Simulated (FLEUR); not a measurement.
# Sb (P6_3/mmc) in FLEUR: a series of runs

One crystal, Sb, is run at these levels: r2SCAN; tasks: band structure, equation of state.

Program: FLEUR MaX-R8.1 (later development tree). These are calculated values, not measurements. Logs are shortened: lines on timing, memory, paths and dates and some standing lists are left out, and cuts for length are marked.

### Step 1. The crystal as given

The structure is hexagonal, space group P6_3/mmc (No. 194). Conventional cell: a = 3.355 Å, b = 3.355 Å, c = 5.470 Å, α = 90.00°, β = 90.00°, γ = 120.00°. Around Sb (site symmetry -6m2) lie 12 Sb at 3.35 Å.

This isn't the form of Sb at room conditions, which is rhombohedral.

### Step 2. Band structure, r2SCAN

The input, inp.xml:

```xml
<?xml version="1.0" encoding="UTF-8" standalone="no"?>
<fleurInput fleurInputVersion="0.39">
   <comment>
      Sb                                                                                                  
   </comment>
   <calculationSetup>
      <cutoffs Kmax="4.1" Gmax="12.7" GmaxXC="12.7" numbands="0"/>
      <scfLoop itmax="80" minDistance="0.0001" maxIterBroyd="30" imix="Anderson" alpha="0.05" precondParam="0.0" spinf="2.0" sdNocoIR="T"/>
      <coreElectrons ctail="F" frcor="F" kcrel="0" coretail_lmax="0"/>
      <xcFunctional name="LibXC" relativisticCorrections="F">
         <LibXCName exchange="mgga_x_r2scan" correlation="mgga_c_r2scan"/>
         <AuxGGA exchange="117" correlation="130"/>
      </xcFunctional>
      <magnetism jspins="1"/>
      <soc l_soc="F" theta="0.0" phi="0.0" spav="F"/>
      <expertModes spex="0" secvar="F"/>
      <geometryOptimization l_f="F" forcealpha="1.0" forcemix="BFGS" epsdisp="0.00001" epsforce="0.00001"/>
      <ldaU l_linMix="F" mixParam="0.05" spinf="1.0"/>
   </calculationSetup>
   <cell>
      <bzIntegration valenceElectrons="42.0" mode="hist" fermiSmearingEnergy="0.00183747">
         <kPointListSelection listName="default-1"/>
         <!-- k-points included here -->
         <xi:include xmlns:xi="http://www.w3.org/2001/XInclude" href="kpts.xml"> </xi:include>
      </bzIntegration>
      <!-- symmetry operations included here -->
      <xi:include xmlns:xi="http://www.w3.org/2001/XInclude" href="sym.xml"> </xi:include>
      <bulkLattice scale="1.0">
         <bravaisMatrix>
            <row-1>    6.3391475472460419     0.0000000000000000     0.0000000000000000</row-1>
            <row-2>   -3.1695737736230210     5.4898628142036516     0.0000000000000000</row-2>
            <row-3>    0.0000000000000000     0.0000000000000000    10.3371054860639173</row-3>
         </bravaisMatrix>
      </bulkLattice>
   </cell>
   <atomSpecies>
      <species name="Antimony (Sb)" element="Sb" atomicNumber="51">
         <mtSphere radius="2.66" gridPoints="879" logIncrement="0.015"/>
         <atomicCutoffs lmax="10" lnonsphr="10"/>
         <electronConfig flipSpins="F">
            <coreConfig>(1s1/2) (2s1/2) (2p1/2) (2p3/2) (3s1/2) (3p1/2) (3p3/2) (4s1/2) (3d3/2) (3d5/2)</coreConfig>
            <valenceConfig>(4p1/2) (4p3/2) (5s1/2) (4d3/2) (4d5/2) (5p1/2) (5p3/2)</valenceConfig>
            <stateOccupation state="(5p1/2)" spinUp="0.500000" spinDown="0.500000"/>
            <stateOccupation state="(5p3/2)" spinUp="1.000000" spinDown="1.000000"/>
         </electronConfig>
         <energyParameters s="5" p="5" d="5" f="4"/>
         <lo type="SCLO" l="1" n="4" eDeriv="0"/>
         <lo type="SCLO" l="1" n="4" eDeriv="1"/>
         <lo type="SCLO" l="2" n="4" eDeriv="0"/>
         <lo type="SCLO" l="2" n="4" eDeriv="1"/>
         <lo type="SCLO" l="0" n="5" eDeriv="2"/>
         <lo type="SCLO" l="3" n="4" eDeriv="2"/>
      </species>
   </atomSpecies>
   <atomGroups>
      <atomGroup species="Antimony (Sb)">
         <relPos label="                   1">-1.000/3.000 1.000/3.000 -1.000/4.000</relPos>
         <relPos label="                   2">1.000/3.000 -1.000/3.000 1.000/4.000</relPos>
         <force calculate="T" relaxXYZ="TTT"/>
      </atomGroup>
   </atomGroups>
   <output dos="F" band="F" slice="F">
      <checks vchk="F" cdinf="F"/>
      <bandDOS minEnergy="-.5*Htr" maxEnergy="0.5*Htr" sigma="0.015" storeEVData="T"/>
      <vacuumDOS vacdos="F" integ="F" star="F" nstars="0" locx1="0.0" locy1="0.0" locx2="0.0" locy2="0.0" nstm="0" tworkf="0.0"/>
      <unfoldingBand unfoldBand="F" supercellX="1" supercellY="1" supercellZ="1"/>
      <plotting iplot="0" polar="F">
         <plot TwoD="T" vec1="  1.0  0.0  0.0" vec2="  0.0  1.0  0.0" vec3="  0.0  0.0  1.0" zero="  0.0  0.0  0.0" file="plot"/>
      </plotting>
      <chargeDensitySlicing numkpt="0" minEigenval="0.0" maxEigenval="0.0" nnne="0" pallst="F"/>
      <specialOutput eonly="F"/>
      <moessbauerParams electricFieldGradient="T" isomerShift="T" coreHyperfine="T" valenceHyperfine="T"/>
      <magneticCircularDichroism mcd="F" energyLo="-10.0" energyUp="0.0"/>
   </output>
  <!-- We include the file relax.xml here to enable relaxations (see documentation) -->
  <xi:include xmlns:xi="http://www.w3.org/2001/XInclude" href="relax.xml"> <xi:fallback/> </xi:include>
</fleurInput>
```

The input, crystal.txt:

```
Sb
&input cartesian=F /
3.3545324186  0.0000000000  0.0000000000
-1.6772662093  2.9051102923  0.0000000000
0.0000000000  0.0000000000  5.4701606500
1.8897261246
1.0 1.0 1.0

2
51 0.6666666666  0.3333333332  0.7500000000
51 0.3333333332  0.6666666666  0.2500000000

&kpt div1=9 div2=9 div3=5 gamma=T /
```

The input, inp.xml (bands):

```
<?xml version="1.0" encoding="UTF-8" standalone="no"?>
<fleurInput fleurInputVersion="0.39">
   <comment>
      Sb                                                                                                  
   </comment>
   <calculationSetup>
      <cutoffs Kmax="4.1" Gmax="12.7" GmaxXC="12.7" numbands="0"/>
      <scfLoop itmax="80" minDistance="0.0001" maxIterBroyd="30" imix="Anderson" alpha="0.05" precondParam="0.0" spinf="2.0" sdNocoIR="T"/>
      <coreElectrons ctail="F" frcor="F" kcrel="0" coretail_lmax="0"/>
      <xcFunctional name="LibXC" relativisticCorrections="F">
         <LibXCName exchange="mgga_x_r2scan" correlation="mgga_c_r2scan"/>
         <AuxGGA exchange="117" correlation="130"/>
      </xcFunctional>
      <magnetism jspins="1"/>
      <soc l_soc="F" theta="0.0" phi="0.0" spav="F"/>
      <expertModes spex="0" secvar="F"/>
      <geometryOptimization l_f="F" forcealpha="1.0" forcemix="BFGS" epsdisp="0.00001" epsforce="0.00001"/>
      <ldaU l_linMix="F" mixParam="0.05" spinf="1.0"/>
   </calculationSetup>
   <cell>
      <bzIntegration valenceElectrons="42.0" mode="hist" fermiSmearingEnergy="0.00183747">
         <kPointListSelection listName="path-1"/>
         <!-- k-points included here -->
         <xi:include xmlns:xi="http://www.w3.org/2001/XInclude" href="kpts.xml"> </xi:include>
      </bzIntegration>
      <!-- symmetry operations included here -->
      <xi:include xmlns:xi="http://www.w3.org/2001/XInclude" href="sym.xml"> </xi:include>
      <bulkLattice scale="1.0">
         <bravaisMatrix>
            <row-1>    6.3391475472460419     0.0000000000000000     0.0000000000000000</row-1>
            <row-2>   -3.1695737736230210     5.4898628142036516     0.0000000000000000</row-2>
            <row-3>    0.0000000000000000     0.0000000000000000    10.3371054860639173</row-3>
         </bravaisMatrix>
      </bulkLattice>
   </cell>
   <atomSpecies>
      <species name="Antimony (Sb)" element="Sb" atomicNumber="51">
         <mtSphere radius="2.66" gridPoints="879" logIncrement="0.015"/>
         <atomicCutoffs lmax="10" lnonsphr="10"/>
         <electronConfig flipSpins="F">
            <coreConfig>(1s1/2) (2s1/2) (2p1/2) (2p3/2) (3s1/2) (3p1/2) (3p3/2) (4s1/2) (3d3/2) (3d5/2)</coreConfig>
            <valenceConfig>(4p1/2) (4p3/2) (5s1/2) (4d3/2) (4d5/2) (5p1/2) (5p3/2)</valenceConfig>
            <stateOccupation state="(5p1/2)" spinUp="0.500000" spinDown="0.500000"/>
            <stateOccupation state="(5p3/2)" spinUp="1.000000" spinDown="1.000000"/>
         </electronConfig>
         <energyParameters s="5" p="5" d="5" f="4"/>
         <lo type="SCLO" l="1" n="4" eDeriv="0"/>
         <lo type="SCLO" l="1" n="4" eDeriv="1"/>
         <lo type="SCLO" l="2" n="4" eDeriv="0"/>
         <lo type="SCLO" l="2" n="4" eDeriv="1"/>
         <lo type="SCLO" l="0" n="5" eDeriv="2"/>
         <lo type="SCLO" l="3" n="4" eDeriv="2"/>
      </species>
   </atomSpecies>
   <atomGroups>
      <atomGroup species="Antimony (Sb)">
         <relPos label="                   1">-1.000/3.000 1.000/3.000 -1.000/4.000</relPos>
         <relPos label="                   2">1.000/3.000 -1.000/3.000 1.000/4.000</relPos>
         <force calculate="T" relaxXYZ="TTT"/>
      </atomGroup>
   </atomGroups>
   <output dos="F" band="T" slice="F">
      <checks vchk="F" cdinf="F"/>
      <bandDOS minEnergy="-.5*Htr" maxEnergy="0.5*Htr" sigma="0.015" storeEVData="T"/>
      <vacuumDOS vacdos="F" integ="F" star="F" nstars="0" locx1="0.0" locy1="0.0" locx2="0.0" locy2="0.0" nstm="0" tworkf="0.0"/>
      <unfoldingBand unfoldBand="F" supercellX="1" supercellY="1" supercellZ="1"/>
      <plotting iplot="0" polar="F">
         <plot TwoD="T" vec1="  1.0  0.0  0.0" vec2="  0.0  1.0  0.0" vec3="  0.0  0.0  1.0" zero="  0.0  0.0  0.0" file="plot"/>
      </plotting>
      <chargeDensitySlicing numkpt="0" minEigenval="0.0" maxEigenval="0.0" nnne="0" pallst="F"/>
      <specialOutput eonly="F"/>
      <moessbauerParams electricFieldGradient="T" isomerShift="T" coreHyperfine="T" valenceHyperfine="T"/>
      <magneticCircularDichroism mcd="F" energyLo="-10.0" energyUp="0.0"/>
   </output>
  <!-- We include the file relax.xml here to enable relaxations (see documentation) -->
  <xi:include xmlns:xi="http://www.w3.org/2001/XInclude" href="relax.xml"> <xi:fallback/> </xi:include>
</fleurInput>
```

Potentials or basis: all-electron, FLAPW.

The run is started by

```sh
$ inpgen -f crystal.txt -profile fastHighL
$ # inp.xml edited to the form shown
$ fleur_MPI
$ fleur_MPI   # second run, on inp.xml (bands)
```

Log:

```text
Welcome to FLEUR        (www.flapw.de)
      MaX-Release 8.1          (www.max-centre.eu)
 func_ids         498         497         498         497
 MetaGGA potential functional detected - V_tau will be computed
 Auxiliary Potential for radial basis: exchange=         117  correlation=         130
The functional 'Re-regularized SCAN exchange by Furness et al' is an exchange functional, it belongs to the 'MGGA' family and is defined in the reference(s):
[1] J. W. Furness, A. D. Kaplan, J. Ning, J. P. Perdew, and J. Sun.,  J. Phys. Chem. Lett. 11, 8208-8215 (2020)
[2] J. W. Furness, A. D. Kaplan, J. Ning, J. P. Perdew, and J. Sun.,  J. Phys. Chem. Lett. 11, 9248-9248 (2020)
The functional 'Re-regularized SCAN correlation by Furness et al' is a correlation functional, it belongs to the 'MGGA' family and is defined in the reference(s):
[1] J. W. Furness, A. D. Kaplan, J. Ning, J. P. Perdew, and J. Sun.,  J. Phys. Chem. Lett. 11, 8208-8215 (2020)
[2] J. W. Furness, A. D. Kaplan, J. Ning, J. P. Perdew, and J. Sun.,  J. Phys. Chem. Lett. 11, 9248-9248 (2020)
 Using same functional for VXC and EXC

 ========== k-point set info ==========
 Selected k-point list: default-1
 k-point list type: mesh
 9 x 9 x 5
 Number of k points: 36

 ------------Calculation Setup---------------------------
 Number of MPI-tasks      :            1
 Number of PE/node        :            1
 Number of OMP-threads    :            1
 Most efficient MPI parallelization for:
           1           2           3           4           6           9          12          18          36
 Additional eigenvalue parallelization possible
 Number of basis functions:          514
 Approximate size of matrices (H+S) per k-point:         0.004 GB
 --------------------------------------------------------
The functional 'Hammer, Hansen, and Norskov' is an exchange functional, it belongs to the 'GGA' family and is defined in the reference(s):
[1] B. Hammer, L. B. Hansen, and J. K. Nørskov.,  Phys. Rev. B 59, 7413 (1999)
The functional 'Perdew, Burke & Ernzerhof' is a correlation functional, it belongs to the 'GGA' family and is defined in the reference(s):
[1] J. P. Perdew, K. Burke, and M. Ernzerhof.,  Phys. Rev. Lett. 77, 3865 (1996)
[2] J. P. Perdew, K. Burke, and M. Ernzerhof.,  Phys. Rev. Lett. 78, 1396 (1997)
 Using same functional for VXC and EXC
 Using auxiliary GGA potential for the first iteration of MetaGGA calculation.
 Reset of history
 Reset of history
 Iteration:     1   Distance:      25.88747004 me/bohr^3
The functional 'Hammer, Hansen, and Norskov' is an exchange functional, it belongs to the 'GGA' family and is defined in the reference(s):
[1] B. Hammer, L. B. Hansen, and J. K. Nørskov.,  Phys. Rev. B 59, 7413 (1999)
The functional 'Perdew, Burke & Ernzerhof' is a correlation functional, it belongs to the 'GGA' family and is defined in the reference(s):
[1] J. P. Perdew, K. Burke, and M. Ernzerhof.,  Phys. Rev. Lett. 77, 3865 (1996)
[2] J. P. Perdew, K. Burke, and M. Ernzerhof.,  Phys. Rev. Lett. 78, 1396 (1997)
 Using same functional for VXC and EXC
 Iteration:     2   Distance:      24.49154242 me/bohr^3
The functional 'Hammer, Hansen, and Norskov' is an exchange functional, it belongs to the 'GGA' family and is defined in the reference(s):
[1] B. Hammer, L. B. Hansen, and J. K. Nørskov.,  Phys. Rev. B 59, 7413 (1999)
The functional 'Perdew, Burke & Ernzerhof' is a correlation functional, it belongs to the 'GGA' family and is defined in the reference(s):
[1] J. P. Perdew, K. Burke, and M. Ernzerhof.,  Phys. Rev. Lett. 77, 3865 (1996)
[2] J. P. Perdew, K. Burke, and M. Ernzerhof.,  Phys. Rev. Lett. 78, 1396 (1997)
 Using same functional for VXC and EXC
 Iteration:     3   Distance:      23.25392135 me/bohr^3
The functional 'Hammer, Hansen, and Norskov' is an exchange functional, it belongs to the 'GGA' family and is defined in the reference(s):
[1] B. Hammer, L. B. Hansen, and J. K. Nørskov.,  Phys. Rev. B 59, 7413 (1999)
The functional 'Perdew, Burke & Ernzerhof' is a correlation functional, it belongs to the 'GGA' family and is defined in the reference(s):
[1] J. P. Perdew, K. Burke, and M. Ernzerhof.,  Phys. Rev. Lett. 77, 3865 (1996)
[2] J. P. Perdew, K. Burke, and M. Ernzerhof.,  Phys. Rev. Lett. 78, 1396 (1997)
 Using same functional for VXC and EXC
 Iteration:     4   Distance:       0.50182054 me/bohr^3
The functional 'Hammer, Hansen, and Norskov' is an exchange functional, it belongs to the 'GGA' family and is defined in the reference(s):
[1] B. Hammer, L. B. Hansen, and J. K. Nørskov.,  Phys. Rev. B 59, 7413 (1999)
The functional 'Perdew, Burke & Ernzerhof' is a correlation functional, it belongs to the 'GGA' family and is defined in the reference(s):
[1] J. P. Perdew, K. Burke, and M. Ernzerhof.,  Phys. Rev. Lett. 77, 3865 (1996)
[2] J. P. Perdew, K. Burke, and M. Ernzerhof.,  Phys. Rev. Lett. 78, 1396 (1997)
 Using same functional for VXC and EXC
 Iteration:     5   Distance:       0.25396970 me/bohr^3
The functional 'Hammer, Hansen, and Norskov' is an exchange functional, it belongs to the 'GGA' family and is defined in the reference(s):
[... 25 lines left out ...]
 Using same functional for VXC and EXC
 Iteration:     9   Distance:       0.00342332 me/bohr^3
The functional 'Hammer, Hansen, and Norskov' is an exchange functional, it belongs to the 'GGA' family and is defined in the reference(s):
[1] B. Hammer, L. B. Hansen, and J. K. Nørskov.,  Phys. Rev. B 59, 7413 (1999)
The functional 'Perdew, Burke & Ernzerhof' is a correlation functional, it belongs to the 'GGA' family and is defined in the reference(s):
[1] J. P. Perdew, K. Burke, and M. Ernzerhof.,  Phys. Rev. Lett. 77, 3865 (1996)
[2] J. P. Perdew, K. Burke, and M. Ernzerhof.,  Phys. Rev. Lett. 78, 1396 (1997)
 Using same functional for VXC and EXC
 Iteration:    10   Distance:       0.00029844 me/bohr^3
The functional 'Hammer, Hansen, and Norskov' is an exchange functional, it belongs to the 'GGA' family and is defined in the reference(s):
[1] B. Hammer, L. B. Hansen, and J. K. Nørskov.,  Phys. Rev. B 59, 7413 (1999)
The functional 'Perdew, Burke & Ernzerhof' is a correlation functional, it belongs to the 'GGA' family and is defined in the reference(s):
[1] J. P. Perdew, K. Burke, and M. Ernzerhof.,  Phys. Rev. Lett. 77, 3865 (1996)
[2] J. P. Perdew, K. Burke, and M. Ernzerhof.,  Phys. Rev. Lett. 78, 1396 (1997)
 Using same functional for VXC and EXC
 Iteration:    11   Distance:       0.00027595 me/bohr^3
The functional 'Hammer, Hansen, and Norskov' is an exchange functional, it belongs to the 'GGA' family and is defined in the reference(s):
[1] B. Hammer, L. B. Hansen, and J. K. Nørskov.,  Phys. Rev. B 59, 7413 (1999)
The functional 'Perdew, Burke & Ernzerhof' is a correlation functional, it belongs to the 'GGA' family and is defined in the reference(s):
[1] J. P. Perdew, K. Burke, and M. Ernzerhof.,  Phys. Rev. Lett. 77, 3865 (1996)
[2] J. P. Perdew, K. Burke, and M. Ernzerhof.,  Phys. Rev. Lett. 78, 1396 (1997)
 Using same functional for VXC and EXC
 Iteration:    12   Distance:       0.00006160 me/bohr^3

 ********************************************************************
 Run finished successfully
 Stop message:
   all done
 ********************************************************************
```

Run time: 49 s. Hardware: 1 thread of Arm Neoverse V2, shared host; peak memory 0.09 GiB.

Results:

```yaml
Free_energy: -352856.7885 eV
Band_gap_along_the_path: none (metal or under the smearing width)
Valence_electrons_inside_the_program's_atomic_spheres: Sb 19.03 (radii Sb 2.66 bohr)
```

Levels at the corners of the path, in eV from the Fermi level:
```tsv
point	band 16	band 17	band 18	band 19	band 20	band 21	band 22	band 23	band 24	band 25
Γ	-30.03	-13.57	-9.46	-6.13	3.87	3.87	5.66	5.66	5.91	8.58
M	-30.01	-9.71	-8.31	-4.43	-3.20	-2.40	-0.03	0.44	3.96	4.92
K	-30.04	-8.38	-8.38	-4.65	-2.19	-2.19	-1.11	-0.78	-0.78	4.10
Γ	-30.03	-13.57	-9.46	-6.13	3.87	3.87	5.66	5.66	5.91	8.58
A	-30.05	-12.26	-12.26	-0.71	-0.71	4.75	4.75	4.75	4.75	9.55
L	-30.02	-8.74	-8.74	-5.62	-5.62	1.76	1.76	1.99	1.99	6.47
H	-30.03	-8.02	-8.02	-4.51	-4.51	-3.36	-3.36	3.29	3.29	8.21
A	-30.05	-12.26	-12.26	-0.71	-0.71	4.75	4.75	4.75	4.75	9.55
L	-30.02	-8.74	-8.74	-5.62	-5.62	1.76	1.76	1.99	1.99	6.47
M	-30.01	-9.71	-8.31	-4.43	-3.20	-2.40	-0.03	0.44	3.96	4.92
K	-30.04	-8.38	-8.38	-4.65	-2.19	-2.19	-1.11	-0.78	-0.78	4.10
H	-30.03	-8.02	-8.02	-4.51	-4.51	-3.36	-3.36	3.29	3.29	8.21
```

Core levels (eV from the Fermi level):
| atom | levels |
| --- | --- |
| 1 Sb | 1s1/2 -30283.1, 2s1/2 -4603.3, 2p1/2 -4305.7, 2p3/2 -4053.9, 3s1/2 -899.2, 3p1/2 -777.6, 3p3/2 -731.1, 4s1/2 -144.4, 3d3/2 -516.8, 3d5/2 -507.2 |
| 2 Sb | 1s1/2 -30283.1, 2s1/2 -4603.3, 2p1/2 -4305.7, 2p3/2 -4053.9, 3s1/2 -899.2, 3p1/2 -777.6, 3p3/2 -731.1, 4s1/2 -144.4, 3d3/2 -516.8, 3d5/2 -507.2 |

Caveat: the meta-GGA is that of a development version, with a GGA for the radial functions and cores and without core tails; spin-orbit coupling is left out, which moves the levels of the heavy elements.

### Step 3. Equation of state, r2SCAN, 25.05 Å³/atom (volume scaled by 0.94)

Changes to inp.xml since step 2:

```diff
@@ -27,3 +27,3 @@
       <xi:include xmlns:xi="http://www.w3.org/2001/XInclude" href="sym.xml"> </xi:include>
-      <bulkLattice scale="1.0">
+      <bulkLattice scale="0.9795861087">
          <bravaisMatrix>
```

Potentials or basis: all-electron, FLAPW.

The run is started by

```sh
$ inpgen -f crystal.txt -profile fastHighL
$ # inp.xml edited to the form shown
$ fleur_MPI
```

It took 41 s on 1 thread of Arm Neoverse V2, shared host; peak memory 0.09 GiB.

Results (log left out):

| Quantity | Value |
| --- | --- |
| Free energy | -352856.7314 eV |
| Band gap on the k mesh | none (metal or under the smearing width) |
| Valence electrons inside the program's atomic spheres | Sb 19.08 (radii Sb 2.66 bohr) |

Caveat: the meta-GGA is that of a development version, with a GGA for the radial functions and cores and without core tails.

### Step 4. Equation of state, r2SCAN, 25.59 Å³/atom (volume scaled by 0.96)

Changes to inp.xml since step 3:

```diff
@@ -27,3 +27,3 @@
       <xi:include xmlns:xi="http://www.w3.org/2001/XInclude" href="sym.xml"> </xi:include>
-      <bulkLattice scale="0.9795861087">
+      <bulkLattice scale="0.9864848297">
          <bravaisMatrix>
```

The run is started by

```sh
$ inpgen -f crystal.txt -profile fastHighL
$ # inp.xml edited to the form shown
$ fleur_MPI
```

Wall time 42 s (1 thread of Arm Neoverse V2, shared host); peak memory 0.09 GiB.

Results (log left out):

```
Free energy                                           : -352856.7609 eV
Band gap on the k mesh                                : none (metal or under the smearing width)
Valence electrons inside the program's atomic spheres : Sb 19.06 (radii Sb 2.66 bohr)
```

Caveat: the meta-GGA is that of a development version, with a GGA for the radial functions and cores and without core tails.

### Step 5. Equation of state, r2SCAN, 26.65 Å³/atom

Changes to inp.xml since step 4:

```diff
@@ -27,3 +27,3 @@
       <xi:include xmlns:xi="http://www.w3.org/2001/XInclude" href="sym.xml"> </xi:include>
-      <bulkLattice scale="0.9864848297">
+      <bulkLattice scale="1.0000000000">
          <bravaisMatrix>
```

The run is started by

```sh
$ inpgen -f crystal.txt -profile fastHighL
$ # inp.xml edited to the form shown
$ fleur_MPI
```

It took 43 s on 1 thread of Arm Neoverse V2, shared host; peak memory 0.09 GiB.

Results (log left out):

- Free energy: -352856.7885 eV
- Band gap on the k mesh: none (metal or under the smearing width)
- Valence electrons inside the program's atomic spheres: Sb 19.03 (radii Sb 2.66 bohr)

Caveat: the meta-GGA is that of a development version, with a GGA for the radial functions and cores and without core tails.

(Continued in part 2 of 2.)
